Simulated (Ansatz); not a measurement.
Sb:

```xyz
2
Lattice="2.1542 1.2437 3.7580 -2.1542 1.2437 3.7580 0.0000 -2.4875 3.7580" Properties=species:S:1:pos:R:3 pbc="T T T"
Sb    0.0000    0.0000    8.6416
Sb    0.0000    0.0000    2.6324
```

| Property | Result |
| --- | --- |
| Program | Ansatz 0.2.0 |
| Task | relaxation of cell and atoms |
| Functional | PBE |
| Potentials or basis | all-electron LAPW, scalar-relativistic |
| Basis error allowed | 0.001 eV/atom |
| k mesh | 6 × 6 × 6 |
| Occupations | fermi-dirac, width 0.05 eV |
| Spin | no spin polarisation |

At the start: volume 30.21 Å³/atom.

**Question.** How do energy, volume and symmetry change on relaxing?

**Answer.** Over 6 steps the energy falls by 14.9 meV/atom and the volume is 32.15 Å³/atom (+6.5 %); space group R-3m (No. 166, to 0.05 Å).

Step by step:
| step | energy change (eV) | largest force (eV/Å) | volume (Å³) |
| --- | --- | --- | --- |
| 1 | 0.0000 | 0.0730 | 60.41 |
| 2 | -0.0174 | 0.2156 | 65.68 |
| 3 | -0.0287 | 0.0474 | 64.11 |
| 4 | -0.0295 | 0.0195 | 64.03 |
| 5 | -0.0298 | 0.0007 | 64.31 |
| 6 | -0.0298 | 0.0007 | 64.31 |

Final structure:
```xyz
2
Lattice="2.1885 1.2635 3.8762 -2.1885 1.2635 3.8762 0.0000 -2.5270 3.8762" Properties=species:S:1:pos:R:3 pbc="T T T"
Sb    0.0000    0.0000    8.9385
Sb    0.0000    0.0000    2.6900
```

Caveat: the k mesh is thin for a metal, which can move the energy by tens of meV per atom.
